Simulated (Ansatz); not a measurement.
# SrTe: the crystal squeezed far

The task here is to estimate one member of a computed series from the others.

Computed with Ansatz 0.2.0 (DFT PBEsol, with the methods named in each step, unless a step's input says otherwise).

1 further run of the same task is left out (it didn't finish).

## The structure to begin with

It takes space group Fm-3m (No. 225, cubic). The conventional cell has a = 6.712 Å, b = 6.712 Å, c = 6.712 Å, α = 90.00°, β = 90.00°, γ = 90.00°. Sr (site symmetry m-3m) has 6 Te at 3.36 Å as nearest neighbours. Around Te (site symmetry m-3m) lie 6 Sr at 3.36 Å.

As a file:

```cif
data_structure
_symmetry_space_group_name_H-M 'Fm-3m'
_symmetry_Int_Tables_number 225
_cell_length_a 6.7117
_cell_length_b 6.7117
_cell_length_c 6.7117
_cell_angle_alpha 90.000
_cell_angle_beta 90.000
_cell_angle_gamma 90.000
_cell_volume 302.34
loop_
_atom_site_label
_atom_site_type_symbol
_atom_site_symmetry_multiplicity
_atom_site_Wyckoff_symbol
_atom_site_fract_x
_atom_site_fract_y
_atom_site_fract_z
_atom_site_occupancy
Sr1 Sr 4 a 0.00000 0.00000 0.00000 1
Te1 Te 4 b 0.50000 0.00000 0.00000 1
```

The file gives the conventional cell by its symmetry; the runs use the cell typed in the input.

Whether this phase is the stable one at these pressures isn't tested.

Atoms are numbered in the order of the input: Sr1, Te2.

The first run:

input.yaml reads:

```yaml
crystal:
  lattice:
    - [0.0, 3.3558353104, 3.3558353104]
    - [3.3558353104, 0.0, 3.3558353104]
    - [3.3558353104, 3.3558353104, 0.0]
  atoms:
    - { symbol: Sr, position: [0.0, 0.0, 0.0] }
    - { symbol: Te, position: [0.5, 0.5, 0.5] }
kpoints:
  mp_grid: { grid: [7, 7, 7] }
  band_path:
    path:
      - [0.0, 0.0, 0.0]
      - [0.5, 0.0, 0.5]
      - [0.625, 0.25, 0.625]
      - [0.375, 0.375, 0.75]
      - [0.0, 0.0, 0.0]
      - [0.5, 0.5, 0.5]
      - [0.5, 0.25, 0.75]
      - [0.5, 0.0, 0.5]
    npoints: 14
scf:
  occupations: { method: fermi_dirac, width: 0.03 }
hamiltonian:
  xc: pbesol
  pseudopotentials: { kind: all_electron, lapw: { basis_error: 0.001 } }
output:
  forces: true
  stress: true
  eigenvalues: true
  populations: true
```

On the command line:

```sh
ansatz run input.yaml --threads 1 --pin off --max-ram 2048MiB --backend cpu --events-out ev --progress --plain --runs-dir out
```

Steps of the session up to this table: The reference volume, LAPW; Volume scaled by 1, crystal datasets; Volume scaled by 0.9, LAPW; Volume scaled by 0.65, LAPW; Volume scaled by 0.55, LAPW; Volume scaled by 0.55, crystal datasets.

One table of the session follows, with a row left open; its other results are not shown here.

| method | volume over the first | volume (Å³/atom) | pressure (GPa) |
| --- | --- | --- | --- |
| LAPW | 1 | 37.792 | -1.52 |
| LAPW | 0.9 | 34.013 | 2.36 |
| LAPW | 0.65 | 24.565 | 30.52 |
| LAPW | 0.55 | 20.786 | 60.56 |
| PAW | 1 | 37.792 | -1.52 |
| PAW | 0.9 | ? | ? |
| PAW | 0.65 | 24.565 | 30.51 |
| PAW | 0.55 | 20.786 | 60.54 |
| crystal datasets | 1 | 37.792 | -1.52 |
| crystal datasets | 0.55 | 20.786 | 60.56 |

Q: Estimate the row for PAW, 0.9 from the others.

The run gave: volume (Å³/atom): 34.013; pressure (GPa): 2.35.

Limits of these values: Rows by PAW come from runs of the same series that aren't printed here. Warnings in the runs' records: stress scf threshold loose, gradients without spin orbit, crystal datasets made.
